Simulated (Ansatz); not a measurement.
Bulk crystal (Zr) after relaxation:

```cif
data_structure
_symmetry_space_group_name_H-M 'P6_3/mmc'
_symmetry_Int_Tables_number 194
_cell_length_a 3.2345
_cell_length_b 3.2345
_cell_length_c 5.1655
_cell_angle_alpha 90.000
_cell_angle_beta 90.000
_cell_angle_gamma 120.000
_cell_volume 46.80
loop_
_atom_site_label
_atom_site_type_symbol
_atom_site_symmetry_multiplicity
_atom_site_Wyckoff_symbol
_atom_site_fract_x
_atom_site_fract_y
_atom_site_fract_z
_atom_site_occupancy
Zr1 Zr 2 c 0.33333 0.66667 0.25000 1
```

Miller indices refer to the conventional cell of P6_3/mmc (No. 194), a = 3.234 Å, b = 3.234 Å, c = 5.165 Å, α = 90.00°, β = 90.00°, γ = 120.00°.

The (001) slab of 6 planes, 12.9 Å thick with 15 Å of vacuum as cut; outer planes Zr (top) and Zr (bottom).

Level of theory: DFT PBE, scalar-relativistic, plane waves, PAW (Ansatz 0.2.0). Plane waves to 420 eV, a k mesh through Γ of 12×12×1 on the computed 6-atom cell and Gaussian smearing (0.10 eV); no spin polarisation. A dipole correction removes the field between periodic images along c.

Results for the relaxed slab:

```
Surface energy (mean of both faces) : 1.59 J/m²
Work function                       : 4.17 eV
```

Relaxation lowers the energy by 0.092 J/m² a face; the largest move is 0.111 Å.

```
plane (bottom to top) atoms spacing to next, bulk (Å) relaxed (Å) change (%)
                    1     Zr                      2.583        2.421        -6.2
                    2     Zr                      2.583        2.633        +1.9
                    3     Zr                      2.583        2.583         0.0
                    4     Zr                      2.583        2.633        +1.9
                    5     Zr                      2.583        2.421        -6.2
                    6     Zr
```